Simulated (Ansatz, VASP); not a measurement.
BeS: VASP beside Ansatz

INCAR

```
ALGO = Normal
EDIFF = 1E-7
ENCUT = 520
GGA = PE
ISIF = 2
ISMEAR = -1
LASPH = True
LCHARG = False
LREAL = False
LWAVE = False
NBANDS = 11
NELM = 100
PREC = Accurate
SIGMA = 0.02
```

The input KPOINTS:

```
k-points
0
Gamma
  10 10 10
```

The input POSCAR:

```
BeS
1.0
    0.0000000000      2.4343062304      2.3430197467
    2.4343062304      0.0000000000      2.3430197467
    2.4343062304      2.4343062304      0.0000000000
Be S
1 1
Direct
    0.0000000000      0.0000000000      0.0000000000
    0.2500000000      0.2500000000      0.2500000000
```

Input for Ansatz:

```yaml
crystal:
  lattice:
    - [0.0, 2.4343062304, 2.3430197467]
    - [2.4343062304, 0.0, 2.3430197467]
    - [2.4343062304, 2.4343062304, 0.0]
  atoms:
    - { symbol: Be, position: [0.0, 0.0, 0.0] }
    - { symbol: S, position: [0.25, 0.25, 0.25] }
kpoints:
  mp_grid: { grid: [10, 10, 10] }
  band_path:
    path:
      - [0.0, 0.0, 0.0]
      - [-0.5, -0.5, 0.0]
      - [-0.375, -0.375, 0.25]
      - [-0.375, 0.0, 0.375]
      - [0.0, 0.0, 0.5]
      - [-0.5, -0.25, 0.25]
      - [-0.0375, 0.0, 0.0375]
    npoints: 1
hamiltonian:
  xc: pbe
scf:
  occupations: { method: fermi_dirac, width: 0.02 }
  n_extra_bands: 4
output:
  forces: true
  stress: true
  eigenvalues: true
```

Change from the starting cell: uniaxial_z strain -3.8%.

Alike in both runs: task single point; functional PBE; k mesh 10 × 10 × 10; occupations fermi-dirac, width 0.02 eV; no spin polarisation.

|  | VASP | Ansatz |
| --- | --- | --- |
| version | VASP 6.6.1 | Ansatz 0.2.0 |
| potentials or method | VASP PAW PBE potentials, release 64 (Be, S) | plane waves, PAW |
| plane-wave cutoff (eV) | 520 | 420 |
| valence electrons in the cell | 8 | 8 |

Ansatz gave:

```
gap on the k mesh at the Fermi level (eV)       : 2.72
pressure (GPa)                                  : 4.3
largest component of the traceless stress (GPa) : 2.35
```

Question: What did VASP give for the same quantities?

Answer: gap on the k mesh at the Fermi level (eV): 2.72; pressure (GPa): 4.3; largest component of the traceless stress (GPa): 2.34.

The functional is the same, so the differences come from potentials, cutoffs and numerics.

A k mesh can miss the band edges.
